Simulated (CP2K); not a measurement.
**CuO in CP2K: the effect of functional**

CuO:

```
Cu O
1.0
     2.87950    0.00000    0.00000
     0.03907    2.87928    0.00000
     0.01750    0.01724    5.17634
Cu O
2 2
Direct
  0.00000 0.50000 0.00000
  0.50000 0.00000 0.50000
  0.99842 0.00167 0.74989
  0.00158 0.99833 0.25011
```

The cell comes from a database or a generator and needn't be the stable form of this composition.

Alike in all runs:

```yaml
Program: CP2K 2026.2
Task: atomic charges
Potentials_or_basis: POTENTIAL_UZH Cu GTH-PBE-q11, O GTH-PBE-q6; TZVP-MOLOPT-PBE-GTH basis
Density_cutoff: 11565 eV
k_mesh: 9 × 9 × 5
Occupations: fermi-dirac, width 0.05 eV
Spin: no spin polarisation
```

| functional | pressure (GPa) | largest force (eV/Å) |
| --- | --- | --- |
| LDA | -2.9 | 0.02 |
| PBEsol | ? | ? |
| optB88-vdW | 8.5 | 0.04 |
| RPBE | 12.9 | 0.02 |
| PW91 | 8.2 | 0.04 |

Problem. What does the run with functional PBEsol give?

Solution. Pressure 1.7 GPa; largest force 0.03 eV/Å.

Caveats: the potentials were made for another functional, which shifts forces and pressure; the basis of atomic orbitals isn't converged, which shifts pressures, moduli and gaps; the run has no spin polarisation, though such a crystal can be magnetic.

Runs at the PBE level aren't shown here.
